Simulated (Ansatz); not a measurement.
Reaction (substitution at a C–Si bond): `C[SiH](F)S[SiH3]` + phenol → anisole + `F[SiH2]S[SiH3]`

Computed with Ansatz on PBE0-D4/def2-TZVP structures; ΔE is electronic, products minus reactants. CCSD(T)/CBS is the MP2 limit (def2-TZVPP, def2-QZVPP) plus CCSD(T) − MP2 in def2-TZVPP, frozen cores. This one scheme is used for every species. Functionals use def2-TZVPP. Each species was taken in one conformer, which may not be the lowest.

```tsv
level	ΔE (kcal/mol)	difference from CCSD(T)/CBS
PBE-D4	23.1	-0.3
PBE0-D4	23.6	0.2
r2SCAN0-D4	24.1	0.7
BHLYP-D4	22.4	-1.0
CAM-B3LYP-D4	22.0	-1.4
ωB97M-V	23.6	0.2
PBE	22.9	-0.5
BLYP	21.1	-2.3
r2SCAN	23.8	0.4
r2SCANh	23.9	0.5
HF/def2-SVP	19.3	-4.1
CCSD(T)/def2-SVP	19.3	-4.1
MP2/def2-TZVPP	23.4	0.0
SCS-MP2/def2-TZVPP	21.9	-1.5
CCSD(T)/def2-TZVPP	22.4	-1.0
MP2/CBS(def2)	24.4	1.0
CCSD(T)/CBS	23.4	0
```

Largest T1 diagnostic among the species: 0.012.

In def2-TZVPP, CCSD(T) changes the Hartree–Fock value by +1.8 kcal/mol (the triples alone add −0.0 kcal/mol) and MP2 by +2.9 kcal/mol. At CCSD(T), def2-SVP lies −4.1 kcal/mol from the extrapolated value and def2-TZVPP −1.0 kcal/mol. Leaving LDA and LC-ωPBE aside and taking each functional with its dispersion term where it has one, the values, not all of them listed here, spread over 2.5 kcal/mol, from BLYP-D4 to r2SCAN0-D4.

CCSD(T)/CBS has its own doubt, a few kJ/mol and more with outer-core shells, so smaller differences from it don't rank the levels.
